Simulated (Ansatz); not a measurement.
`CC1CCCCN1` + `F[BH][AlH2]` → `C[B](F)[AlH2]` + `C1CCNCC1`  (formal exchange of groups at a C–C bond)

Calculated with Ansatz (gas phase, PBE0-D4/def2-TZVP geometries, no zero-point term in ΔE). CBS: MP2 limit from def2 TZ/QZ plus the TZ coupled-cluster correction, frozen cores. Functionals use def2-TZVPP.

Q: Is it downhill or uphill in electronic energy at CCSD(T)/CBS, and by how much? (An estimate is asked.)

A: The calculation gave: Downhill: ΔE = -0.43 eV.

Q: What do these levels give: BLYP-D4, B97M-V, revPBE, r2SCAN, CAM-B3LYP, HF/def2-QZVPP? (Estimate.)

A: Ansatz gave: BLYP-D4 -0.49, B97M-V -0.53, revPBE -0.57, r2SCAN -0.53, CAM-B3LYP -0.51, HF/def2-QZVPP -0.45 eV.

Largest T1 diagnostic among the species: 0.014.

From BLYP to BHLYP (50 % exact exchange), in def2-TZVPP and without D4, ΔE moves by +0.06 eV. The D4 term adds +0.04 eV with B3LYP and +0.03 eV with PBE0; it sums over pairs of atoms, weighted by their polarisabilities, and B3LYP, whose exchange is more repulsive, gets the larger term.

B3LYP here is the variant with VWN-RPA as its local correlation; programs differ in this.
